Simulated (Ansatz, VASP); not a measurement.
**Si3N4 in VASP and in Ansatz**

INCAR

```
  PREC = Accurate
  ENCUT = 520
  EDIFF = 1E-6
  ISMEAR = 0
  SIGMA = 0.1
  LREAL = False
  LASPH = True
  NELM = 100
  ALGO = Fast
  ISIF = 2
  LWAVE = False
  LCHARG = False
  GGA = PE
  NBANDS = 45
```

The input KPOINTS:

```
Automatic mesh
0
Gamma
  4 4 4
```

File POSCAR:

```
Si3N4
1.0
   -3.2373500000      3.2373500000      3.2373500000
    3.2373500000     -3.2373500000      3.2373500000
    3.2373500000      3.2373500000     -3.2373500000
Si N
6 8
Direct
    0.2500000000      0.1250000000      0.8750000000
    0.8750000000      0.2500000000      0.1250000000
    0.7500000000      0.3750000000      0.6250000000
    0.6250000000      0.7500000000      0.3750000000
    0.1250000000      0.8750000000      0.2500000000
    0.3750000000      0.6250000000      0.7500000000
    0.5628000000      0.5628000000      0.5628000000
    0.4372000000      0.5000000000      0.0000000000
    0.5000000000      0.0000000000      0.9372000000
    0.0000000000      0.4372000000      0.5000000000
    0.9372000000      0.5000000000      0.0000000000
    0.0628000000      0.0628000000      0.0628000000
    0.0000000000      0.9372000000      0.5000000000
    0.5000000000      0.0000000000      0.4372000000
```

Input for Ansatz:

```yaml
crystal:
  lattice:
    - [-3.23735, 3.23735, 3.23735]
    - [3.23735, -3.23735, 3.23735]
    - [3.23735, 3.23735, -3.23735]
  atoms:
    - { symbol: Si, position: [0.25, 0.125, 0.875] }
    - { symbol: Si, position: [0.875, 0.25, 0.125] }
    - { symbol: Si, position: [0.75, 0.375, 0.625] }
    - { symbol: Si, position: [0.625, 0.75, 0.375] }
    - { symbol: Si, position: [0.125, 0.875, 0.25] }
    - { symbol: Si, position: [0.375, 0.625, 0.75] }
    - { symbol: "N", position: [0.5628, 0.5628, 0.5628] }
    - { symbol: "N", position: [0.4372, 0.5, 0.0] }
    - { symbol: "N", position: [0.5, 0.0, 0.9372] }
    - { symbol: "N", position: [0.0, 0.4372, 0.5] }
    - { symbol: "N", position: [0.9372, 0.5, 0.0] }
    - { symbol: "N", position: [0.0628, 0.0628, 0.0628] }
    - { symbol: "N", position: [0.0, 0.9372, 0.5] }
    - { symbol: "N", position: [0.5, 0.0, 0.4372] }
basis:
  ecutwfc: 420
kpoints:
  mp_grid: { grid: [4, 4, 4] }
hamiltonian:
  xc: pbe
scf:
  occupations: { method: gaussian, width: 0.1 }
output:
  forces: true
  stress: true
  eigenvalues: true
```

Measurements of this composition are mostly on another form, of space group No. 176.

Alike in both runs: task single point; functional PBE; k mesh 4 × 4 × 4; occupations gaussian, width 0.1 eV; no spin polarisation.

|  | VASP | Ansatz |
| --- | --- | --- |
| version | VASP 6.6.1 | Ansatz 0.2.0 |
| potentials or method | VASP PAW PBE potentials, release 64 (Si, N) | scalar-relativistic, plane waves, PAW |
| plane-wave cutoff (eV) | 520 | 420 |
| valence electrons in the cell | 64 | 64 |

Ansatz gave:

| Property | Result |
| --- | --- |
| gap on the k mesh at the Fermi level (eV) | 4.13 |
| least direct gap on the mesh (eV) | 4.29 |
| pressure (GPa) | 1.9 |
| rms of the force components (eV/Å) | 0.009 |

Problem. Which values does VASP return?

Solution. gap on the k mesh at the Fermi level (eV): 4.12; least direct gap on the mesh (eV): 4.28; pressure (GPa): 1.6; rms of the force components (eV/Å): 0.007.

Atom by atom the forces differ by 0.002 eV/Å (rms over components).

A k mesh can miss the band edges. A hybrid or GW would open this gap; PBE tends to underestimate it.
